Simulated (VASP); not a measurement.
# Co in VASP: further runs

The runs below take Co through relaxation of the atoms, with PBE+D3, PBE+D3(BJ), PBE+D4, PBE+TS.

Everything below comes from runs of VASP 6.6.1. Logs are shortened: lines on timing, memory, paths and dates and some standing lists are left out, and cuts for length are marked.

## (1) The slab as given

The cell holds a slab with vacuum, 5 atoms: a = 2.487 Å, b = 2.487 Å, c = 23.127 Å, α = 90.00°, β = 90.00°, γ = 120.00°.

The slab is cut from a database's or a generator's crystal, which needn't be the stable form of the element.

## (2) Relaxation of the atoms, PBE+D3, collinear spin, ferromagnetic start

INCAR

```
SYSTEM = Co
PREC = Accurate
ENCUT = 520
EDIFF = 1E-6
ISMEAR = -1
SIGMA = 0.05
LREAL = .False.
LASPH = .True.
NELM = 150
ALGO = Normal
ISIF = 2
LWAVE = .False.
LCHARG = .False.
ISPIN = 2
MAGMOM = 2 2 2 2 2
LORBIT = 11
LMAXMIX = 4
LDIPOL = .True.
IDIPOL = 3
DIPOL = 0.5 0.5 0.499
GGA = PE
IVDW = 11
IBRION = 2
NSW = 60
EDIFFG = -0.005
```

KPOINTS

```
regular mesh
0
Gamma
  9 9 1
  0 0 0
```

POSCAR

```
Co
1.0
    2.4873648738      0.0000000000      0.0000000000
   -1.2436824369      2.1541211692      0.0000000000
    0.0000000000      0.0000000000     23.1265790068
Co
5
Selective dynamics
Direct
    0.6666666700      0.3333333400      0.3243021805  F F F
    0.3333333300      0.6666666600      0.4086859779  F F F
    0.6666666700      0.3333333400      0.5000000000  T T T
    0.3333333300      0.6666666600      0.5843837973  T T T
    0.6666666700      0.3333333400      0.6756978195  T T T
```

Potentials or basis: VASP PAW PBE potentials, release 64 (Co).

Launch:

```console
> cat potpaw_PBE.64/Co/POTCAR > POTCAR
> mpirun -np 1 vasp_std > vasp.out
```

OUTCAR:

```text
SYSTEM = Co
   PREC = Accurate
   ENCUT = 520
   EDIFF = 1E-6
   ISMEAR = -1
   LREAL = .False.
   LASPH = .True.
   NELM = 150
   ISIF = 2
   ISPIN = 2
   LORBIT = 11
   GGA = PE
   IVDW = 11
   IBRION = 2
   NSW = 60
   EDIFFG = -0.005
 IVDW          = 11

 ion  position               nearest neighbor table
   1  0.667  0.333  0.324-   2 2.42   2 2.42   2 2.42
   2  0.333  0.667  0.409-   1 2.42   1 2.42   1 2.42   3 2.55   3 2.55   3 2.55
   3  0.667  0.333  0.500-   4 2.42   4 2.42   4 2.42   2 2.55   2 2.55   2 2.55
   4  0.333  0.667  0.584-   3 2.42   3 2.42   3 2.42   5 2.55   5 2.55   5 2.55
   5  0.667  0.333  0.676-   4 2.55   4 2.55   4 2.55

  LATTYP: Found a hexagonal cell.
 ALAT       =     2.4873648738
 C/A-ratio  =     9.2976222549

  Lattice vectors:

 A1 = (   2.4873648738,   0.0000000000,   0.0000000000)
 A2 = (  -1.2436824369,   2.1541211692,   0.0000000000)
 A3 = (   0.0000000000,   0.0000000000,  23.1265790068)

Analysis of symmetry for initial positions (statically):
=====================================================================
 Subroutine PRICEL returns:
 Original cell was already a primitive cell.

 Routine SETGRP: Setting up the symmetry group for a
 hexagonal supercell.

 Subroutine GETGRP returns: Found  6 space group operations
 (whereof  6 operations were pure point group operations)
 out of a pool of 24 trial point group operations.

The static configuration has the point symmetry C_3v.

Analysis of symmetry for dynamics (positions and initial velocities):
=====================================================================
 Subroutine PRICEL returns:
 Original cell was already a primitive cell.

 Routine SETGRP: Setting up the symmetry group for a
 hexagonal supercell.

 Subroutine GETGRP returns: Found  6 space group operations
 (whereof  6 operations were pure point group operations)
 out of a pool of 24 trial point group operations.

The dynamic configuration has the point symmetry C_3v.

Analysis of constrained symmetry for selective dynamics:
=====================================================================
 Subroutine PRICEL returns:
 Original cell was already a primitive cell.

 Routine SETGRP: Setting up the symmetry group for a
 hexagonal supercell.

 Subroutine GETGRP returns: Found  6 space group operations
 (whereof  6 operations were pure point group operations)
 out of a pool of 24 trial point group operations.

The constrained configuration has the point symmetry C_3v.

Analysis of structural, dynamic, and magnetic symmetry:
=====================================================================
 Subroutine PRICEL returns:
 Original cell was already a primitive cell.

 Routine SETGRP: Setting up the symmetry group for a
 hexagonal supercell.

 Subroutine GETGRP returns: Found  6 space group operations
 (whereof  6 operations were pure point group operations)
 out of a pool of 24 trial point group operations.

The overall configuration has the point symmetry C_3v.

 Subroutine INISYM returns: Found  6 space group operations
 (whereof  6 operations are pure point group operations),
 and found     1 'primitive' translations

----------------------------------------------------------------------------------------

                                     Primitive cell

  volume of cell :     123.9142

  direct lattice vectors                    reciprocal lattice vectors
     2.487364874  0.000000000  0.000000000     0.402031889  0.232113220  0.000000000
    -1.243682437  2.154121169  0.000000000     0.000000000  0.464226439  0.000000000
     0.000000000  0.000000000 23.126579007     0.000000000  0.000000000  0.043240291

  length of vectors
     2.487364874  2.487364874 23.126579007     0.464226439  0.464226439  0.043240291

  position of ions in fractional coordinates (direct lattice)
     0.666666670  0.333333340  0.324302180
     0.333333330  0.666666660  0.408685978
     0.666666670  0.333333340  0.500000000
     0.333333330  0.666666660  0.584383797
     0.666666670  0.333333340  0.675697820

[... 40 lines left out ...]
   LEPSILON=     F    determine dielectric tensor
   LRPA    =     F    only Hartree local field effects (RPA)
 conjugate gradient relaxation of ions
 spin polarized calculation
  energy-cutoff  :      520.00
  volume of cell :      123.91
 maximum number of plane-waves:      3368
   NGX =  9   NGY =  9   NGZ = 87

--------------------------------------- Ionic step        1  -------------------------------------------

 number of electron      45.0000000 magnetization      10.0000000

 number of electron      45.0000013 magnetization       8.0728871

 Free energy of the ion-electron system (eV)
  ---------------------------------------------------
  ext. energy  EPLUGINS =         0.00000000
  ---------------------------------------------------
  free energy    TOTEN  =       -33.69550613 eV

  energy without entropy =      -33.65140119  energy(sigma->0) =      -33.67345366

------------------------ aborting loop because EDIFF is reached ----------------------------------------

 Edisp (eV)   -1.25923

 E8    (eV) :    -0.7846
[... 120 lines left out ...]
 vacuum level on the upper side and lower side of the slab       (xc-potential included)         0.069         0.069

 vacuum level on the upper side and lower side of the slab       (xc-potential included)        -0.010         0.008

[... ionic steps 4 to 21 ...]

--------------------------------------- Ionic step       22  -------------------------------------------

 number of electron      45.0000012 magnetization       7.9720535

------------------------ aborting loop because EDIFF is reached ----------------------------------------
[... 75 lines left out ...]
  FREE ENERGIE OF THE ION-ELECTRON SYSTEM (eV)
  ---------------------------------------------------
  free  energy   TOTEN  =       -35.0487381410 eV

  energy  without entropy=      -35.0080664264  energy(sigma->0) =      -35.02840228

 dipolmoment           0.000000      0.000000      0.000313 electrons x Angstroem

--------------------------------------- Ionic step       24  -------------------------------------------

 number of electron      45.0000011 magnetization       7.9708230

 dipolmoment           0.000000      0.000000     -0.000150 electrons x Angstroem

 Free energy of the ion-electron system (eV)
  ---------------------------------------------------
  ext. energy  EPLUGINS =         0.00000000
  ---------------------------------------------------
  free energy    TOTEN  =       -33.76578670 eV

  energy without entropy =      -33.72511231  energy(sigma->0) =      -33.74544950

 E-fermi :   1.8059     XC(G=0):  -6.6407

 val. band max:        1.8014044678   @ k =   0.2222   0.1111   0.0000
 cond. band min:       1.8212352174   @ k =   0.4444   0.0000   0.0000
 fundamental gap:      0.0198307496
 Fermi energy:         1.8058700815

 spin component 1

 k-point     1 :       0.0000    0.0000    0.0000
  band No.  band energies     occupation
      1      -6.8908      1.00000
      2      -5.9832      1.00000
      3      -4.6140      1.00000
      4      -3.6300      1.00000
      5      -3.3905      1.00000
      6      -1.0077      1.00000
[... 409 lines left out ...]
     31       7.9073      0.00000
     32       8.0077      0.00000
 Fermi energy:         1.8058700815

 spin component 2

 k-point     1 :       0.0000    0.0000    0.0000
  band No.  band energies     occupation
      1      -6.9064      1.00000
      2      -5.9835      1.00000
      3      -4.5129      1.00000
      4      -3.1610      1.00000
      5      -2.5712      1.00000
      6       0.4053      1.00000
[... 447 lines left out ...]
  FREE ENERGIE OF THE ION-ELECTRON SYSTEM (eV)
  ---------------------------------------------------
  free  energy   TOTEN  =       -35.0487418068 eV

  energy  without entropy=      -35.0080674110  energy(sigma->0) =      -35.02840461

 reached required accuracy - stopping structural energy minimisation

 vacuum level on the upper side and lower side of the slab         6.671         6.744

 total charge

# of ion       s       p       d       tot
------------------------------------------
    1        0.489   0.414   7.250   8.152
    2        0.492   0.537   7.287   8.315
    3        0.494   0.526   7.283   8.302
    4        0.492   0.538   7.288   8.318
    5        0.489   0.415   7.251   8.155
--------------------------------------------------
tot          2.456   2.429  36.358  41.242

 magnetization (x)

# of ion       s       p       d       tot
------------------------------------------
    1       -0.011  -0.042   1.735   1.682
    2       -0.020  -0.059   1.666   1.587
    3       -0.014  -0.054   1.589   1.521
    4       -0.020  -0.059   1.665   1.586
    5       -0.011  -0.042   1.734   1.680
--------------------------------------------------
tot         -0.074  -0.257   8.388   8.056
```

It took 26 min on 1 thread of Intel Xeon 6975P-C (Granite Rapids), shared host; peak memory 0.32 GiB.

What came out:

```
Free energy                                           : -35.0487 eV
Energy gained by relaxing                             : 18.8 meV/atom
Ionic steps                                           : 24
Band gap on the k mesh                                : none (metal or under the smearing width)
Net moment                                            : 7.97 μB per cell
Site moments                                          : Co +1.68, +1.59, +1.52 μB
Valence electrons inside the program's atomic spheres : Co 8.15, 8.31, 8.30, 8.32
Dispersion energy per atom                            : -0.257 eV
```

The path:
```
step  energy change (eV)  largest force (eV/Å)  pressure (GPa)
   1              0.0000                0.8166           -4.26
   2             -0.0517                0.4892           -4.20
   3             -0.0657                0.2527           -3.93
   4             -0.0658                0.2558           -3.96
   5             -0.0700                0.2624           -3.82
   6             -0.0768                0.2816           -3.38
   7             -0.0811                0.2541           -3.32
   8             -0.0857                0.2445           -3.14
   9             -0.0884                0.1931           -3.04
  10             -0.0925                0.1220           -2.79
  11             -0.0883                0.2630           -2.21
  12             -0.0930                0.1127           -2.66
  13             -0.0939                0.0407           -2.61
  14             -0.0939                0.0317           -2.59
  15             -0.0939                0.0315           -2.59
  16             -0.0939                0.0318           -2.57
  17             -0.0939                0.0329           -2.56
  18             -0.0939                0.0341           -2.58
  19             -0.0940                0.0331           -2.57
  20             -0.0940                0.0334           -2.56
  21             -0.0940                0.0335           -2.57
  22             -0.0940                0.0329           -2.55
  23             -0.0940                0.0318           -2.51
  24             -0.0940                0.0321           -2.51
```

Final structure:
```xyz
5
Lattice="2.4874 0.0000 0.0000 -1.2437 2.1541 0.0000 0.0000 0.0000 23.1266" Properties=species:S:1:pos:R:3 pbc="T T T"
Co    1.2437    0.7180    7.5000
Co    0.0000    1.4361    9.4515
Co    1.2437    0.7180   11.4538
Co    0.0000    1.4361   13.4567
Co    1.2437    0.7180   15.4030
```

(Part 1 of 2 ends here.)
